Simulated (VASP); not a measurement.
# PbSe (Clausthalite) (Fm-3m) in VASP: settings compared, part 2 of 2

VASP 6.6.1. The steps go on from the part before.

## (5) Relaxation of cell and atoms, PBEsol

File INCAR:

```
SYSTEM = PbSe
  ALGO = Normal
  EDIFF = 1E-6
  EDIFFG = -0.01
  ENCUT = 600
  GGA = PS
  IBRION = 2
  ISIF = 3
  ISMEAR = 0
  KPAR = 4
  LASPH = .TRUE.
  LCHARG = .FALSE.
  LREAL = .FALSE.
  LWAVE = .FALSE.
  NELM = 80
  NSW = 90
  PREC = Accurate
  SIGMA = 0.03
```

File KPOINTS:

```
k-points
0
G
  8 8 8
  0 0 0
```

File POSCAR:

```
PbSe
1.0
    0.0000000000      3.0606500000      3.0606500000
    3.0606500000      0.0000000000      3.0606500000
    3.0606500000      3.0606500000      0.0000000000
Pb Se
1 1
Direct
    0.0000000000      0.0000000000      0.0000000000
    0.5000000000      0.5000000000      0.5000000000
```

Potentials or basis: VASP PAW PBE potentials, release 64 (Pb_d, Se).

On the command line:

```
$ cat potpaw_PBE.64/Pb_d/POTCAR potpaw_PBE.64/Se/POTCAR > POTCAR
$ mpirun -np 4 vasp_std > vasp.out
```

OUTCAR:

```text
SYSTEM = PbSe
   EDIFF = 1E-6
   EDIFFG = -0.01
   ENCUT = 600
   GGA = PS
   IBRION = 2
   ISIF = 3
   ISMEAR = 0
   LASPH = .TRUE.
   LREAL = .FALSE.
   NELM = 80
   NSW = 90
   PREC = Accurate

 ion  position               nearest neighbor table
   1  0.000  0.000  0.000-   2 3.06   2 3.06   2 3.06   2 3.06   2 3.06   2 3.06
   2  0.500  0.500  0.500-   1 3.06   1 3.06   1 3.06   1 3.06   1 3.06   1 3.06

  LATTYP: Found a face centered cubic cell.
 ALAT       =     6.1213000000

  Lattice vectors:

 A1 = (   0.0000000000,   3.0606500000,   3.0606500000)
 A2 = (   3.0606500000,   0.0000000000,   3.0606500000)
 A3 = (   3.0606500000,   3.0606500000,   0.0000000000)

Analysis of symmetry for initial positions (statically):
=====================================================================
 Subroutine PRICEL returns:
 Original cell was already a primitive cell.

 Routine SETGRP: Setting up the symmetry group for a
 face centered cubic supercell.

 Subroutine GETGRP returns: Found 48 space group operations
 (whereof 48 operations were pure point group operations)
 out of a pool of 48 trial point group operations.

The static configuration has the point symmetry O_h .

Analysis of symmetry for dynamics (positions and initial velocities):
=====================================================================
 Subroutine PRICEL returns:
 Original cell was already a primitive cell.

 Routine SETGRP: Setting up the symmetry group for a
 face centered cubic supercell.

 Subroutine GETGRP returns: Found 48 space group operations
 (whereof 48 operations were pure point group operations)
 out of a pool of 48 trial point group operations.

The dynamic configuration has the point symmetry O_h .

 Subroutine INISYM returns: Found 48 space group operations
 (whereof 48 operations are pure point group operations),
 and found     1 'primitive' translations

----------------------------------------------------------------------------------------

                                     Primitive cell
[... 136 lines left out ...]
  ext. energy  EPLUGINS =         0.00000000
  ---------------------------------------------------
  free energy    TOTEN  =        -8.91710574 eV

  energy without entropy =       -8.91710573  energy(sigma->0) =       -8.91710574

------------------------ aborting loop because EDIFF is reached ----------------------------------------

  FORCE on cell =-STRESS in cart. coord.  units (eV):
  Direction    XX          YY          ZZ          XY          YZ          ZX
  --------------------------------------------------------------------------------------
  -------------------------------------------------------------------------------------
  Total       -0.1651595     -0.1651595     -0.1651595      0.0000000      0.0000000     -0.0000000
  in kB       -4.6146966     -4.6146966     -4.6146966      0.0000000      0.0000000     -0.0000000
  external PRESSURE =      -4.6146966 kB  Pullay stress =       0.0000000 kB
[... 59 lines left out ...]
--------------------------------------- Ionic step        3  -------------------------------------------

 number of electron      20.0000000 magnetization

 Free energy of the ion-electron system (eV)
  ---------------------------------------------------
  ext. energy  EPLUGINS =         0.00000000
  ---------------------------------------------------
  free energy    TOTEN  =        -8.91780037 eV

  energy without entropy =       -8.91780031  energy(sigma->0) =       -8.91780034

 E-fermi :   5.1098     XC(G=0):  -9.7583

 val. band max:        5.0228850881   @ k =   0.5000   0.0000   0.0000
 cond. band min:       5.1967866333   @ k =   0.5000   0.0000   0.0000
 fundamental gap:      0.1739015452
 Fermi energy:         5.1098361104

 k-point     1 :       0.0000    0.0000    0.0000
  band No.  band energies     occupation
      1     -11.7440      2.00000
      2     -11.7440      2.00000
      3     -11.7440      2.00000
      4     -11.7428      2.00000
      5     -11.7428      2.00000
      6      -8.6632      2.00000
      7      -1.3020      2.00000
      8       3.1070      2.00000
      9       3.1070      2.00000
     10       3.1070      2.00000
     11       9.7118      0.00000
     12       9.7118      0.00000
     13       9.7118      0.00000
     14      11.4461      0.00000
[... 377 lines left out ...]
      1     -11.8042      2.00000
      2     -11.7556      2.00000
      3     -11.7329      2.00000
      4     -11.7222      2.00000
      5     -11.7062      2.00000
      6      -7.3629      2.00000
      7      -3.5316      2.00000
      8       1.6914      2.00000
      9       2.0801      2.00000
     10       4.1833      2.00000
     11       6.3315      0.00000
     12       8.4111      0.00000
     13       9.1059      0.00000
     14      12.5377      0.00000

 [... further k-points ...]

------------------------ aborting loop because EDIFF is reached ----------------------------------------

  FORCE on cell =-STRESS in cart. coord.  units (eV):
  Direction    XX          YY          ZZ          XY          YZ          ZX
  --------------------------------------------------------------------------------------
  -------------------------------------------------------------------------------------
  Total        0.0003177      0.0003177      0.0003177     -0.0000000      0.0000000     -0.0000000
  in kB        0.0089525      0.0089525      0.0089525     -0.0000000      0.0000000     -0.0000000
  external PRESSURE =       0.0089525 kB  Pullay stress =       0.0000000 kB
[... 17 lines left out ...]
  FREE ENERGIE OF THE ION-ELECTRON SYSTEM (eV)
  ---------------------------------------------------
  free  energy   TOTEN  =        -8.9178003722 eV

  energy  without entropy=       -8.9178003127  energy(sigma->0) =       -8.91780034

 reached required accuracy - stopping structural energy minimisation
```

Wall time 20 s (4 MPI ranks of Intel Xeon Platinum 8259CL at 2.50GHz (Skylake/Cascade Lake), shared host); peak memory 0.22 GiB.

Results:

| Property | Result |
| --- | --- |
| Free energy | -8.9178 eV |
| Relaxed volume | 28.43 Å³/atom |
| Relaxed cell | a = 4.316 Å, b = 4.316 Å, c = 4.316 Å, α = 60.00°, β = 60.00°, γ = 60.00° |
| Space group after relaxing (to 0.05 Å) | Fm-3m (No. 225) |
| Energy gained by relaxing | 0.3 meV/atom |
| Ionic steps | 3 |
| Pressure after relaxing | 0.0 GPa |
| Band gap on the k mesh | 0.17 eV, direct |

Step by step:
| step | energy change (eV) | largest force (eV/Å) | pressure (GPa) | volume (Å³) |
| --- | --- | --- | --- | --- |
| 1 | 0.0000 | 0.0000 | -0.46 | 57.34 |
| 2 | -0.0006 | 0.0000 | 0.19 | 56.66 |
| 3 | -0.0007 | 0.0000 | 0.00 | 56.86 |

Final structure:
```
Pb Se
1.0
     0.00000    3.05199    3.05199
     3.05199    0.00000    3.05199
     3.05199    3.05199    0.00000
Pb Se
1 1
Cartesian
  0.0000 0.0000 0.0000
  3.0520 3.0520 3.0520
```

Caveat: the PAW data sets were made with another functional, which shifts forces and pressure a little; spin-orbit coupling is left out, which as a rule narrows the gap of such compounds by several tenths of an eV.

## (6) Relaxation of cell and atoms, PBEsol

This run uses another cell than the first one, of 28.43 Å³/atom, 0.992 times its volume.

INCAR: that of step 5 with these lines changed.

```diff
@@ -2,4 +2,4 @@
   ALGO = Normal
-  EDIFF = 1E-6
-  EDIFFG = -0.01
+  EDIFF = 1E-7
+  EDIFFG = -0.005
   ENCUT = 600
```

KPOINTS is that of step 5.

File POSCAR:

```
PbSe                                    
1.0
    0.0000000000      3.0519897383      3.0519897383
    3.0519897383      0.0000000000      3.0519897383
    3.0519897383      3.0519897383      0.0000000000
  Pb              Se            
     1     1
Direct
     0.0000000000000000    0.0000000000000000    0.0000000000000000
     0.5000000000000000    0.5000000000000000    0.5000000000000000
```

Potentials or basis: VASP PAW PBE potentials, release 64 (Pb_d, Se).

On the command line:

```
$ cat potpaw_PBE.64/Pb_d/POTCAR potpaw_PBE.64/Se/POTCAR > POTCAR
$ mpirun -np 4 vasp_std > vasp.out
```

OUTCAR:

```text
SYSTEM = PbSe
   EDIFF = 1E-7
   EDIFFG = -0.005
   ENCUT = 600
   GGA = PS
   IBRION = 2
   ISIF = 3
   ISMEAR = 0
   LASPH = .TRUE.
   LREAL = .FALSE.
   NELM = 80
   NSW = 90
   PREC = Accurate

 ion  position               nearest neighbor table
   1  0.000  0.000  0.000-   2 3.05   2 3.05   2 3.05   2 3.05   2 3.05   2 3.05
   2  0.500  0.500  0.500-   1 3.05   1 3.05   1 3.05   1 3.05   1 3.05   1 3.05

  LATTYP: Found a face centered cubic cell.
 ALAT       =     6.1039794766

  Lattice vectors:

 A1 = (   0.0000000000,   3.0519897383,   3.0519897383)
 A2 = (   3.0519897383,   0.0000000000,   3.0519897383)
 A3 = (   3.0519897383,   3.0519897383,   0.0000000000)

Analysis of symmetry for initial positions (statically):
=====================================================================
 Subroutine PRICEL returns:
 Original cell was already a primitive cell.

 Routine SETGRP: Setting up the symmetry group for a
 face centered cubic supercell.

 Subroutine GETGRP returns: Found 48 space group operations
 (whereof 48 operations were pure point group operations)
 out of a pool of 48 trial point group operations.

The static configuration has the point symmetry O_h .

Analysis of symmetry for dynamics (positions and initial velocities):
=====================================================================
 Subroutine PRICEL returns:
 Original cell was already a primitive cell.

 Routine SETGRP: Setting up the symmetry group for a
 face centered cubic supercell.

 Subroutine GETGRP returns: Found 48 space group operations
 (whereof 48 operations were pure point group operations)
 out of a pool of 48 trial point group operations.

The dynamic configuration has the point symmetry O_h .

 Subroutine INISYM returns: Found 48 space group operations
 (whereof 48 operations are pure point group operations),
 and found     1 'primitive' translations

[... 127 lines left out ...]
 Gauss-broadening in eV      SIGMA  =   0.03
  energy-cutoff  :      600.00
  volume of cell :       56.86
 maximum number of plane-waves:      1924
 NGX is ok and might be reduce to    36
   NGX = 17   NGY = 17   NGZ = 17

 number of electron      20.0000000 magnetization

 Free energy of the ion-electron system (eV)
  ---------------------------------------------------
  ext. energy  EPLUGINS =         0.00000000
  ---------------------------------------------------
  free energy    TOTEN  =        -8.91775907 eV

  energy without entropy =       -8.91775901  energy(sigma->0) =       -8.91775904

 E-fermi :   5.1099     XC(G=0):  -9.7582

 val. band max:        5.0229428838   @ k =   0.5000   0.0000   0.0000
 cond. band min:       5.1968789038   @ k =   0.5000   0.0000   0.0000
 fundamental gap:      0.1739360201
 Fermi energy:         5.1099109006

 k-point     1 :       0.0000    0.0000    0.0000
  band No.  band energies     occupation
      1     -11.7441      2.00000
      2     -11.7441      2.00000
      3     -11.7441      2.00000
      4     -11.7429      2.00000
      5     -11.7429      2.00000
      6      -8.6631      2.00000
      7      -1.3019      2.00000
      8       3.1070      2.00000
      9       3.1070      2.00000
     10       3.1070      2.00000
     11       9.7119      0.00000
     12       9.7119      0.00000
     13       9.7119      0.00000
     14      11.4461      0.00000
[... 377 lines left out ...]
      1     -11.8043      2.00000
      2     -11.7558      2.00000
      3     -11.7331      2.00000
      4     -11.7223      2.00000
      5     -11.7064      2.00000
      6      -7.3629      2.00000
      7      -3.5315      2.00000
      8       1.6914      2.00000
      9       2.0802      2.00000
     10       4.1834      2.00000
     11       6.3316      0.00000
     12       8.4111      0.00000
     13       9.1060      0.00000
     14      12.5378      0.00000

 [... further k-points ...]

------------------------ aborting loop because EDIFF is reached ----------------------------------------

  FORCE on cell =-STRESS in cart. coord.  units (eV):
  Direction    XX          YY          ZZ          XY          YZ          ZX
  --------------------------------------------------------------------------------------
  -------------------------------------------------------------------------------------
  Total       -0.0010997     -0.0010997     -0.0010997      0.0000000      0.0000000     -0.0000000
  in kB       -0.0309901     -0.0309901     -0.0309901      0.0000000      0.0000000     -0.0000000
  external PRESSURE =      -0.0309901 kB  Pullay stress =       0.0000000 kB

 VOLUME and BASIS-vectors are now :
 -----------------------------------------------------------------------------
  energy-cutoff  :      600.00
  volume of cell :       56.86
      direct lattice vectors                 reciprocal lattice vectors
     0.000000000  3.051989738  3.051989738    -0.163827550  0.163827550  0.163827550
     3.051989738  0.000000000  3.051989738     0.163827550 -0.163827550  0.163827550
     3.051989738  3.051989738  0.000000000     0.163827550  0.163827550 -0.163827550

 POSITION                                       TOTAL-FORCE (eV/Angst)
 -----------------------------------------------------------------------------------
      0.00000      0.00000      0.00000         0.000000      0.000000      0.000000
      3.05199      3.05199      3.05199         0.000000      0.000000     -0.000000
 -----------------------------------------------------------------------------------
    total drift:                               -0.000000      0.000000      0.000000

  FREE ENERGIE OF THE ION-ELECTRON SYSTEM (eV)
  ---------------------------------------------------
  free  energy   TOTEN  =        -8.9177590719 eV

  energy  without entropy=       -8.9177590127  energy(sigma->0) =       -8.91775904

 reached required accuracy - stopping structural energy minimisation
```

OSZICAR:

```text
N       E                     dE             d eps       ncg     rms          rms(c)
DAV:   1     0.166123887529E+03    0.16612E+03   -0.10398E+04   812   0.161E+03
DAV:   2     0.456077296333E+01   -0.16156E+03   -0.15793E+03   836   0.368E+02
DAV:   3    -0.885534006594E+01   -0.13416E+02   -0.13154E+02  1084   0.108E+02
DAV:   4    -0.916949008291E+01   -0.31415E+00   -0.31397E+00   862   0.188E+01
DAV:   5    -0.917877784563E+01   -0.92878E-02   -0.92876E-02  1152   0.337E+00    0.268E+00
DAV:   6    -0.892460788367E+01    0.25417E+00   -0.66932E-01  1190   0.702E+00    0.153E+00
DAV:   7    -0.891738894907E+01    0.72189E-02   -0.10620E-01   938   0.193E+00    0.801E-01
DAV:   8    -0.891805843853E+01   -0.66949E-03   -0.10598E-02   950   0.136E+00    0.120E-01
DAV:   9    -0.891773035348E+01    0.32809E-03   -0.21291E-03  1208   0.517E-01    0.465E-02
DAV:  10    -0.891776076164E+01   -0.30408E-04   -0.14155E-04   890   0.876E-02    0.163E-02
DAV:  11    -0.891775904895E+01    0.17127E-05   -0.32836E-05  1162   0.700E-02    0.445E-03
DAV:  12    -0.891775910359E+01   -0.54637E-07   -0.22670E-06  1040   0.176E-02    0.146E-03
DAV:  13    -0.891775907190E+01    0.31693E-07   -0.79322E-08   562   0.461E-03
   1 F= -.89177591E+01 E0= -.89177590E+01  d E =-.891776E+01
```

CONTCAR:

```text
PbSe
   1.00000000000000
     0.0000000000000000    3.0519897383000001    3.0519897383000001
     3.0519897383000001    0.0000000000000000    3.0519897383000001
     3.0519897383000001    3.0519897383000001    0.0000000000000000
  Pb              Se
     1     1
Direct
     0.0000000000000000    0.0000000000000000    0.0000000000000000
     0.5000000000000000    0.5000000000000000    0.5000000000000000

  0.00000000E+00  0.00000000E+00  0.00000000E+00
  0.00000000E+00  0.00000000E+00  0.00000000E+00
```

Wall time 10 s (4 MPI ranks of Intel Xeon Platinum 8259CL at 2.50GHz (Skylake/Cascade Lake), shared host); peak memory 0.21 GiB.

Results:

* Free energy: -8.9178 eV
* Pressure after relaxing: 0.0 GPa
* Band gap on the k mesh: 0.17 eV, direct

Final structure:
```
Pb Se
1.0
     0.00000    3.05199    3.05199
     3.05199    0.00000    3.05199
     3.05199    3.05199    0.00000
Pb Se
1 1
Direct
  0.00000 0.00000 0.00000
  0.50000 0.50000 0.50000
```

Caveat: the relaxation stopped at its first step, so nothing moved; the PAW data sets were made with another functional, which shifts forces and pressure a little; spin-orbit coupling is left out, which as a rule narrows the gap of such compounds by several tenths of an eV. A k mesh can miss the band edges.
